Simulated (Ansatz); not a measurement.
A run of Ansatz 0.2.0:

Contents of input.yaml:

```yaml
crystal:
  lattice:
    - [0.0, 2.179, 2.179]
    - [2.179, 0.0, 2.179]
    - [2.179, 2.179, 0.0]
  atoms:
    - { symbol: Si, position: [0.0, 0.0, 0.0] }
    - { symbol: C, position: [0.75, 0.75, 0.75] }
kpoints:
  mp_grid: { grid: [10, 10, 10] }
  band_path:
    path:
      - [0.0, 0.0, 0.0]
      - [0.5, 0.0, 0.5]
      - [0.5, 0.25, 0.75]
      - [0.375, 0.375, 0.75]
      - [0.0, 0.0, 0.0]
      - [0.5, 0.5, 0.5]
      - [0.625, 0.25, 0.625]
      - [0.5, 0.25, 0.75]
    npoints: 8
scf:
  occupations: { method: fermi_dirac, width: 0.05 }
hamiltonian:
  xc: pbesol
  pseudopotentials: { kind: all_electron, lapw: { basis_error: 0.001 } }
output:
  forces: true
  stress: true
  eigenvalues: true
```

Potentials or basis: all-electron LAPW, scalar-relativistic.

Launch:

```bash
$ ansatz run input.yaml --threads 1 --pin off --max-ram 3072MiB --backend cpu --events-out ev --progress --plain --runs-dir out
```

Hardware: 1 thread of Arm Neoverse V1, on a shared host.

Task: How long does it take, and how much memory?

Result: Run time: 10 s on 1 thread of Arm Neoverse V1, with other jobs on the host, peak memory 0.28 GiB. Counts: scf iterations 7, plane waves 331, k points 47, bands 13.
